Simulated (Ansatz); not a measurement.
# ZrC: energy and pressure over a range of volumes, part 2 of 2

Aim: scale the cell of ZrC up and down at fixed shape and fractional positions, and get the equilibrium volume and bulk modulus with LAPW, PAW and all-electron datasets made for the crystal.

Ansatz 0.2.0; DFT PBEsol; a database cell (COD). «Crystal datasets» are all-electron PAW datasets made for this crystal. The steps go on from the part before.

## (9) Volume × 1.01, PAW

input.yaml reads:

```yaml
crystal:
  lattice:
    - [0.0, 2.358018064, 2.358018064]
    - [2.358018064, 0.0, 2.358018064]
    - [2.358018064, 2.358018064, 0.0]
  atoms:
    - { symbol: Zr, position: [0.5, 0.5, 0.5] }
    - { symbol: C, position: [0.0, 0.0, 0.0] }
kpoints:
  mp_grid: { grid: [15, 15, 15] }
scf:
  occupations: { method: fermi_dirac, width: 0.05 }
hamiltonian:
  xc: pbesol
  pseudopotentials: { kind: paw }
output:
  forces: true
  stress: true
  eigenvalues: true
  efg: { contact_densities: true }
```

On the command line:

```console
$ ansatz run input.yaml --threads 1 --pin off --max-ram 3072MiB --backend cpu --events-out ev --progress --plain --runs-dir out
```

The log of the run, shortened:

```text
Zr: output.efg is read without spin–orbit coupling, which moves field gradients at and beside such atoms by some per cent and up to a factor of two; PAW files take it under magnetization.noncollinear and magnetization.spin_orbit
[...]
Pseudopotentials: kind: paw
Pseudopotential: Zr, paw, valence charge 12, recommended cutoff 420 eV (normal)
Pseudopotential: C, paw, valence charge 4, recommended cutoff 420 eV (normal)
Functional definition: PBEsol
[...]
Crystal: 2 atoms, lattice volume = 26.222 Å³
Basis set: ecut = 420 eV, 531 PW (Γ), exchange–correlation on 48×48×48 points (8 copies of the dense FFT grid, shifted against one another)
Bands: 12, of which v1, the nominal top of the filled ones, is band 8 counted from 1 (7 counted from 0)
Symmetry: 48 space group operations
Space group: Fm-3m (ITA 225), of the structure as read, at distance tolerance 3.0e-5 Å
k-points: 120 of 3375
[...]
Fermi energy:    14.560527 eV
[...]
--- Forces (eV/Å), atoms counted from 1 ---
  atom   1  Zr     0.00000000    -0.00000000     0.00000000
  atom   2  C     -0.00000000     0.00000000    -0.00000000
[...]
--- Stress (GPa, compression-positive) ---
       -6.704703       0.000000       0.000000
       -0.000000      -6.704703      -0.000000
        0.000000       0.000000      -6.704703
  P = ⅓ Tr σ = -6.7047 GPa (-67.047 kbar)
--- PAW observables at the nuclei: V_zz in 10²¹ V/m², potentials from the cell's mean, atoms counted from 1 ---
  atom   1  Zr V_zz =    +0.000000   η = 0.0000   by run symmetry: forbidden
            electrostatic potential = -5929.646647 V   contact ρ = 489711.900283 e/Å³
  atom   2  C  V_zz =    -0.000000   η = 0.0000   by run symmetry: forbidden
            electrostatic potential = -422.994075 V   contact ρ = 862.668849 e/Å³
--- Band table (eV; the first three rows and the last of 120) ---
  k-point 0: bands = ["-33.4375", "-11.1840", "-11.1840", "-11.1840", "3.3236", "15.5229", "15.5229", "15.5229", "15.6295", "15.6295", "15.6295", "17.3514"]
[...]
```

It took 2.7 s on 1 thread of Intel Xeon Platinum 8488C (Sapphire Rapids), shared host; peak memory 0.42 GiB.

Result: pressure -6.70 GPa; no gap.

## (10) Volume × 1.01, crystal datasets

input.yaml, as its differences from that of step 9:

```diff
@@ -14,3 +14,3 @@
   xc: pbesol
-  pseudopotentials: { kind: paw }
+  pseudopotentials: { kind: all_electron, datasets: crystal }
 output:
```

On the command line:

```console
$ ansatz run input.yaml --threads 1 --pin off --max-ram 3072MiB --backend cpu --events-out ev --progress --plain --runs-dir out
```

The log of the run, shortened:

```text
[...]
Zr: output.efg is read without spin–orbit coupling, which moves field gradients at and beside such atoms by some per cent and up to a factor of two; PAW files take it under magnetization.noncollinear and magnetization.spin_orbit
[...]
Pseudopotentials: kind: all_electron
Pseudopotential: Zr, paw, valence charge 12, recommended cutoff 280 eV (normal), Koelling and Harmon's equation, gaussian nucleus
Pseudopotential: C, paw, valence charge 4, recommended cutoff 280 eV (normal), Koelling and Harmon's equation, gaussian nucleus
Functional definition: PBEsol
[...]
Crystal: 2 atoms, lattice volume = 26.222 Å³
Basis set: ecut = 280 eV, 283 PW (Γ), exchange–correlation on 40×40×40 points (8 copies of the dense FFT grid, shifted against one another)
Bands: 12, of which v1, the nominal top of the filled ones, is band 8 counted from 1 (7 counted from 0)
Symmetry: 48 space group operations
[...]
--- Forces (eV/Å), atoms counted from 1 ---
  atom   1  Zr     0.00000000     0.00000000     0.00000000
  atom   2  C     -0.00000000     0.00000000    -0.00000000
[...]
--- Stress (GPa, compression-positive) ---
       -6.647644      -0.000000      -0.000000
        0.000000      -6.647644      -0.000000
       -0.000000      -0.000000      -6.647644
  P = ⅓ Tr σ = -6.6476 GPa (-66.476 kbar)
--- PAW observables at the nuclei: V_zz in 10²¹ V/m², potentials from the cell's mean, atoms counted from 1 ---
  atom   1  Zr V_zz =    +0.000000   η = 0.0000   by run symmetry: forbidden
            electrostatic potential = -5927.744722 V   contact ρ = 489774.210216 e/Å³
  atom   2  C  V_zz =    -0.000000   η = 0.0000   by run symmetry: forbidden
            electrostatic potential = -422.251783 V   contact ρ = 862.814965 e/Å³
--- Band table (eV; the first three rows and the last of 120) ---
  k-point 0: bands = ["-31.7976", "-9.5450", "-9.5450", "-9.5450", "4.9613", "17.1602", "17.1602", "17.1602", "17.2665", "17.2665"]
[...]
```

Run time: 7.4 s. Hardware: 1 thread of Intel Xeon Platinum 8488C (Sapphire Rapids), shared host; peak memory 0.49 GiB.

Read from it: pressure -6.65 GPa; no gap.

## (11) Volume × 1.04, LAPW

input.yaml reads:

```yaml
crystal:
  lattice:
    - [0.0, 2.3811373624, 2.3811373624]
    - [2.3811373624, 0.0, 2.3811373624]
    - [2.3811373624, 2.3811373624, 0.0]
  atoms:
    - { symbol: Zr, position: [0.5, 0.5, 0.5] }
    - { symbol: C, position: [0.0, 0.0, 0.0] }
kpoints:
  mp_grid: { grid: [15, 15, 15] }
  band_path:
    path:
      - [0.0, 0.0, 0.0]
      - [0.5, 0.0, 0.5]
      - [0.625, 0.25, 0.625]
      - [0.375, 0.375, 0.75]
      - [0.0, 0.0, 0.0]
      - [0.5, 0.5, 0.5]
      - [0.5, 0.25, 0.75]
      - [0.5, 0.0, 0.5]
    npoints: 5
scf:
  occupations: { method: fermi_dirac, width: 0.05 }
hamiltonian:
  xc: pbesol
  pseudopotentials: { kind: all_electron, lapw: { basis_error: 0.0005 } }
output:
  forces: true
  stress: true
  eigenvalues: true
```

On the command line:

```console
$ ansatz run input.yaml --threads 1 --pin off --max-ram 3072MiB --backend cpu --events-out ev --progress --plain --runs-dir out
```

The log of the run, shortened:

```text
LAPW: plane waves up to 8.429 Å⁻¹, error target 5.0e-4 eV per atom; small_component_spin mean_spin; C in spheres of 1.062 Å, 6 of its electrons in bands, Dirac shells []; Zr in spheres of 1.319 Å, 30 of its electrons in bands, Dirac shells []
[...]
Pseudopotentials: kind: all_electron
Pseudopotential: Zr, LAPW, valence charge 30, Koelling and Harmon's equation, gaussian nucleus
Pseudopotential: C, LAPW, valence charge 6, Koelling and Harmon's equation, gaussian nucleus
Functional definition: PBEsol
[...]
Crystal: 2 atoms, lattice volume = 27.001 Å³
Basis set: ecut = 270.6796502590638 eV, 283 PW (Γ), exchange–correlation at level 2
Bands: 22, of which v1, the nominal top of the filled ones, is band 18 counted from 1 (17 counted from 0)
Symmetry: 48 space group operations
Space group: Fm-3m (ITA 225), of the structure as read, at distance tolerance 3.0e-5 Å
k-points: 120 of 3375
[...]
the basis was enlarged: its passes take 226.4 KiB over the memory plan, 1 of 1 planned eigensolver slots
[...]
SCF iter  10: F=-98906.332204 eV  HF=-98906.332204 eV  |F-HF|=2.75e-9  |Δ(HF+E_count)|=   7.01e-8  Δρ=3.85e-6  dr2=4.32e-9  ethr=6.80e-10  ⟨swp⟩=2.0  Hψ=8175  notcnv=0
[...]
NSCF: frozen V_eff on 36 k-points
SCF converged after 10 iterations
Free energy (F): -98906.332204 eV
[...]
E sigma→0 (E₀):  -98906.330823 eV
Entropy (-TS):   -0.002762 eV (-1.381 meV/atom)
Fermi energy:    15.666634 eV
[...]
--- Forces (eV/Å), atoms counted from 1 ---
  atom   1  Zr     0.00000000    -0.00000000    -0.00000000
  atom   2  C     -0.00000000     0.00000000    -0.00000000
[...]
--- Stress (GPa, compression-positive) ---
      -12.389897       0.000000      -0.000000
        0.000000     -12.389897       0.000000
       -0.000000       0.000000     -12.389897
  P = ⅓ Tr σ = -12.3899 GPa (-123.899 kbar)
--- Band table (eV; the first three rows and the last of 120) ---
[... band rows left out ...]
[...]
```

Run time: 16 s. Hardware: 1 thread of Intel Xeon Platinum 8488C (Sapphire Rapids), shared host; peak memory 0.47 GiB.

Result: pressure -12.39 GPa; no gap.

## (12) Volume × 1.04, PAW

input.yaml reads:

```yaml
crystal:
  lattice:
    - [0.0, 2.3811373624, 2.3811373624]
    - [2.3811373624, 0.0, 2.3811373624]
    - [2.3811373624, 2.3811373624, 0.0]
  atoms:
    - { symbol: Zr, position: [0.5, 0.5, 0.5] }
    - { symbol: C, position: [0.0, 0.0, 0.0] }
kpoints:
  mp_grid: { grid: [15, 15, 15] }
scf:
  occupations: { method: fermi_dirac, width: 0.05 }
hamiltonian:
  xc: pbesol
  pseudopotentials: { kind: paw }
output:
  forces: true
  stress: true
  eigenvalues: true
  efg: { contact_densities: true }
  write_density: true
  write_potential: true
  elf: true
  volumetric_format: npy
```

On the command line:

```console
$ ansatz run input.yaml --threads 1 --pin off --max-ram 3072MiB --backend cpu --events-out ev --progress --plain --runs-dir out
```

The log of the run, shortened:

```text
Zr: output.efg is read without spin–orbit coupling, which moves field gradients at and beside such atoms by some per cent and up to a factor of two; PAW files take it under magnetization.noncollinear and magnetization.spin_orbit
[...]
Pseudopotentials: kind: paw
Pseudopotential: Zr, paw, valence charge 12, recommended cutoff 420 eV (normal)
Pseudopotential: C, paw, valence charge 4, recommended cutoff 420 eV (normal)
Functional definition: PBEsol
[...]
Crystal: 2 atoms, lattice volume = 27.001 Å³
Basis set: ecut = 420 eV, 531 PW (Γ), exchange–correlation on 48×48×48 points (8 copies of the dense FFT grid, shifted against one another)
Bands: 12, of which v1, the nominal top of the filled ones, is band 8 counted from 1 (7 counted from 0)
Symmetry: 48 space group operations
Space group: Fm-3m (ITA 225), of the structure as read, at distance tolerance 3.0e-5 Å
k-points: 120 of 3375
[...]
Fermi energy:    14.076585 eV
[...]
--- Forces (eV/Å), atoms counted from 1 ---
  atom   1  Zr     0.00000000    -0.00000000     0.00000000
  atom   2  C     -0.00000000     0.00000000    -0.00000000
[...]
--- Stress (GPa, compression-positive) ---
      -12.446928      -0.000000      -0.000000
       -0.000000     -12.446928       0.000000
       -0.000000      -0.000000     -12.446928
  P = ⅓ Tr σ = -12.4469 GPa (-124.469 kbar)
--- PAW observables at the nuclei: V_zz in 10²¹ V/m², potentials from the cell's mean, atoms counted from 1 ---
  atom   1  Zr V_zz =    -0.000000   η = 0.0000   by run symmetry: forbidden
            electrostatic potential = -5928.904892 V   contact ρ = 489711.361763 e/Å³
  atom   2  C  V_zz =    +0.000000   η = 0.0000   by run symmetry: forbidden
            electrostatic potential = -422.358719 V   contact ρ = 862.645345 e/Å³
--- Band table (eV; the first three rows and the last of 120) ---
  k-point 0: bands = ["-34.0345", "-11.7972", "-11.7972", "-11.7972", "2.9465", "15.0335", "15.0335", "15.0335", "15.1362", "15.1362", "15.1362", "16.7854"]
[...]
```

Run time: 3.4 s. Hardware: 1 thread of Intel Xeon Platinum 8488C (Sapphire Rapids), shared host; peak memory 0.43 GiB.

In short: pressure -12.45 GPa; no gap.

## (13) Volume × 1.04, crystal datasets

input.yaml, as its differences from that of step 12:

```diff
@@ -14,3 +14,3 @@
   xc: pbesol
-  pseudopotentials: { kind: paw }
+  pseudopotentials: { kind: all_electron, datasets: crystal }
 output:
@@ -20,5 +20 @@
   efg: { contact_densities: true }
-  write_density: true
-  write_potential: true
-  elf: true
-  volumetric_format: npy
```

On the command line:

```console
$ ansatz run input.yaml --threads 1 --pin off --max-ram 3072MiB --backend cpu --events-out ev --progress --plain --runs-dir out
```

The log of the run, shortened:

```text
[...]
Zr: output.efg is read without spin–orbit coupling, which moves field gradients at and beside such atoms by some per cent and up to a factor of two; PAW files take it under magnetization.noncollinear and magnetization.spin_orbit
[...]
Pseudopotentials: kind: all_electron
Pseudopotential: Zr, paw, valence charge 12, recommended cutoff 280 eV (normal), Koelling and Harmon's equation, gaussian nucleus
Pseudopotential: C, paw, valence charge 4, recommended cutoff 280 eV (normal), Koelling and Harmon's equation, gaussian nucleus
Functional definition: PBEsol
[...]
Crystal: 2 atoms, lattice volume = 27.001 Å³
Basis set: ecut = 280 eV, 283 PW (Γ), exchange–correlation on 40×40×40 points (8 copies of the dense FFT grid, shifted against one another)
Bands: 12, of which v1, the nominal top of the filled ones, is band 8 counted from 1 (7 counted from 0)
Symmetry: 48 space group operations
[...]
--- Forces (eV/Å), atoms counted from 1 ---
  atom   1  Zr     0.00000000    -0.00000000    -0.00000000
  atom   2  C     -0.00000000     0.00000000     0.00000000
[...]
--- Stress (GPa, compression-positive) ---
      -12.390194      -0.000000      -0.000000
        0.000000     -12.390194       0.000000
       -0.000000       0.000000     -12.390194
  P = ⅓ Tr σ = -12.3902 GPa (-123.902 kbar)
--- PAW observables at the nuclei: V_zz in 10²¹ V/m², potentials from the cell's mean, atoms counted from 1 ---
  atom   1  Zr V_zz =    -0.000000   η = 0.0000   by run symmetry: forbidden
            electrostatic potential = -5927.023493 V   contact ρ = 489773.667789 e/Å³
  atom   2  C  V_zz =    -0.000000   η = 0.0000   by run symmetry: forbidden
            electrostatic potential = -421.625936 V   contact ρ = 862.791046 e/Å³
--- Band table (eV; the first three rows and the last of 120) ---
  k-point 0: bands = ["-32.4416", "-10.2052", "-10.2052", "-10.2052", "4.5370", "16.6232", "16.6232", "16.6232", "16.7260", "16.7260"]
[...]
```

Run time: 6.1 s. Hardware: 1 thread of Intel Xeon Platinum 8488C (Sapphire Rapids), shared host; peak memory 0.46 GiB.

Result: pressure -12.39 GPa; no gap.

## (14) Fits

| method | volume (Å³/atom) | F above the lowest (meV/atom) | pressure (GPa) |
| --- | --- | --- | --- |
| LAPW | 12.202 | 16.9 | 10.76 |
| LAPW | 12.722 | 0.0 | 0.05 |
| LAPW | 13.111 | 8.2 | -6.65 |
| LAPW | 13.501 | 31.5 | -12.39 |
| PAW | 12.202 | 16.7 | 10.71 |
| PAW | 12.722 | 0.0 | 0.00 |
| PAW | 13.111 | 8.4 | -6.70 |
| PAW | 13.501 | 31.8 | -12.45 |
| crystal datasets | 12.202 | – | 10.76 |
| crystal datasets | 12.722 | – | 0.05 |
| crystal datasets | 13.111 | – | -6.65 |
| crystal datasets | 13.501 | – | -12.39 |

## (15) What came out

This closing draws on all 2 parts.

| quantity | value |
| --- | --- |
| equilibrium volume (LAPW) | 12.725 Å³/atom |
| bulk modulus (LAPW) | 236 GPa |
| its pressure derivative (LAPW) | 4.1 |
| equilibrium volume (PAW) | 12.722 Å³/atom |
| bulk modulus (PAW) | 236 GPa |
| its pressure derivative (PAW) | 4.1 |
| equilibrium volume (crystal datasets) | 12.725 Å³/atom |
| bulk modulus (crystal datasets) | 236 GPa |
| its pressure derivative (crystal datasets) | 4.0 |

By LAPW, the pressure vanishes at 12.72 Å³/atom (-2.0 % from the starting cell) and the bulk modulus there is 236 GPa (Birch-Murnaghan, third order). PAW's volume lies -0.02 % and its modulus +0.1 % from LAPW's. No thermal or zero-point expansion is included.
